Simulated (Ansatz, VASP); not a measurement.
CdS in VASP and in Ansatz

```
Cd S
1.0
     4.26117    0.00000    0.00000
    -2.13058    3.69028    0.00000
     0.00000    0.00000    5.80417
Cd S
1 1
Cartesian
  0.0000 -0.4500 2.3445
  2.1306 1.2301 2.5208
```

Alike in both runs: task single point; functional PBE; dispersion D3(BJ); k mesh 9 × 9 × 6; occupations gaussian, width 0.05 eV; no spin polarisation.

|  | VASP | Ansatz |
| --- | --- | --- |
| version | VASP 6.6.1 | Ansatz 0.2.0 |
| potentials or method | VASP PAW PBE potentials, release 64 (Cd, S) | scalar-relativistic, plane waves, PAW |
| plane-wave cutoff (eV) | 520 | 420 |
| valence electrons in the cell | 18 | 26 |

|  | VASP | Ansatz | Ansatz less VASP |
| --- | --- | --- | --- |
| gap on the k mesh at the Fermi level (eV) | 1.10 | 1.09 | -0.014 |
| least direct gap on the mesh (eV) | 1.11 | 1.09 | -0.014 |
| pressure (GPa) | 5.9 | 5.5 | -0.34 |
| largest component of the traceless stress (GPa) | 16.66 | 16.09 | -0.570 |
| rms of the force components (eV/Å) | 4.761 | 4.632 | -0.1297 |

Atom by atom the forces differ by 0.130 eV/Å (rms over components). With one functional, cell and mesh, what is left measures potentials, basis and numerics. The two sets of potentials don't hold the same shells in valence.

Caveats: an odd mesh through Γ misses points on the zone boundary, where band edges often lie; forces of over 1 eV/Å show positions far from the minimum, so gaps and moduli don't describe the material at rest.
